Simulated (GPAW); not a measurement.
Ga: relaxation of cell and atoms with PBEsol

Crystal: Ga.

```xyz
2
Lattice="2.7784 0.0000 0.0000 0.0000 3.2816 0.0000 -1.3434 0.0000 3.9903" Properties=species:S:1:pos:R:3 pbc="T T T"
Ga   -0.6607    2.4612    3.0732
Ga    2.0957    0.8204    0.9171
```

This isn't the form of Ga at room conditions, which is orthorhombic.

```yaml
Program: GPAW 26.7.0
Task: relaxation of cell and atoms
Functional: PBEsol
Potentials_or_basis: PAW data sets generated in the run's folder for this functional
Cutoff: 600 eV
Basis: pw
k_mesh: 9 × 7 × 6
Occupations: fermi-dirac, width 0.05 eV
Spin: no spin polarisation
Target_pressure: 2 GPa
Maxiter: 150
Optimizer: BFGS
Fmax: 0.02 eV/Å
Max_steps: 60
Target_pressure: 2 GPa
Convergence: density=1e-05 forces=0.0001
```

* Relaxed volume: 17.68 Å³/atom
* Relaxed cell: a = 2.776 Å, b = 3.251 Å, c = 4.134 Å, α = 90.00°, β = 108.60°, γ = 90.00°
* Space group after relaxing (to 0.05 Å): P2_1/m (No. 11)
* Energy change on relaxing (the enthalpy is what falls): +1.4 meV/atom
* Ionic steps: 6
* Pressure after relaxing: 2.0 GPa
* Largest force after relaxing: 0.012 eV/Å
* Band gap on the k mesh: none (metal or under the smearing width)

Forces on the atoms (eV/Å):
```
Ga  -0.003  0.000 -0.012
Ga   0.003  0.000  0.012
```

Stress tensor (GPa, compression positive):
```
1.98 0.00 0.05
0.00 2.13 0.00
0.05 0.00 1.96
```

Step by step:
| step | energy change (eV) | largest force (eV/Å) | pressure (GPa) | volume (Å³) |
| --- | --- | --- | --- | --- |
| 1 | 0.0000 | 0.0706 | 0.18 | 36.38 |
| 2 | -0.0005 | 0.0562 | 0.44 | 36.22 |
| 3 | 0.0050 | 0.0426 | 2.29 | 35.22 |
| 4 | 0.0033 | 0.0250 | 2.01 | 35.35 |
| 5 | 0.0032 | 0.0207 | 2.01 | 35.35 |
| 6 | 0.0028 | 0.0123 | 2.02 | 35.35 |

Final structure:
```xyz
2
Lattice="2.7756 0.0000 0.0082 0.0000 3.2513 0.0000 -1.3303 0.0000 3.9137" Properties=species:S:1:pos:R:3 pbc="T T T"
Ga   -0.6524    2.4385    3.0133
Ga    2.0978    0.8128    0.9086
```

Levels at points of the mesh, in eV from the Fermi level:
```
           k point  band 1  band 2  band 3  band 4  band 5  band 6
(0.00, 0.00, 0.00)  -11.71   -2.13   -1.24    1.75    5.57    9.05
(0.00, 0.00, 0.50)   -9.62   -8.74    4.10    5.12    6.35    6.62
```

Wall time 110 s on 1 thread of Arm Neoverse V2 (shared host), peak memory 0.34 GiB.

Caveat: later steps reuse the first step's grids.
